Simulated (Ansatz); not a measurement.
**InSb: energy along a strain**

InSb, F-43m, a = 6.478 Å (as given, not relaxed at this level: 3.1 GPa). Ansatz: PBE, PAW, 420 eV, Γ-centred 12×12×12 mesh on 2 atoms, Gaussian smearing 0.15 eV; no spin polarisation. Cell vectors (Å): 0.000 3.239 3.239; 3.239 0.000 3.239; 3.239 3.239 0.000. The cell is strained by x per cent times the pattern (1 0 0 0 0 0) in the order xx yy zz yz xz xy (engineering shears), with fractional coordinates held. y is the free energy over the start, V0 = 33.984 Å³/atom. Points with a strain past 8.5 % were computed too (3) and aren't used here.

```tsv
x (%)	y (meV/atom)
-7.50	?
-5.00	52.20
-2.50	21.29
0.00	0.00
2.50	-12.22
5.00	-15.93
7.50	-11.73
```

Problem. Fit y = c1 x + c2 x² + c3 x³ to the other rows, get the stiffness along the pattern, and predict the missing energy.

Solution. Least squares on the rows shown. y = −6.6620 x + 0.72532 x² − 0.0060745 x³. The clamped-ion stiffness p·C·p = 2 × 7.253 eV × 160.2 / 33.984 Å³ = 68 GPa, which is C11 in these axes (second derivative at the start, which stands under stress). At x = -7.50 the fit asked for gives 93.33 meV/atom. The run gave 93.24 meV/atom, so the fit is 0.09 meV/atom too high, a small miss on the scale of the series.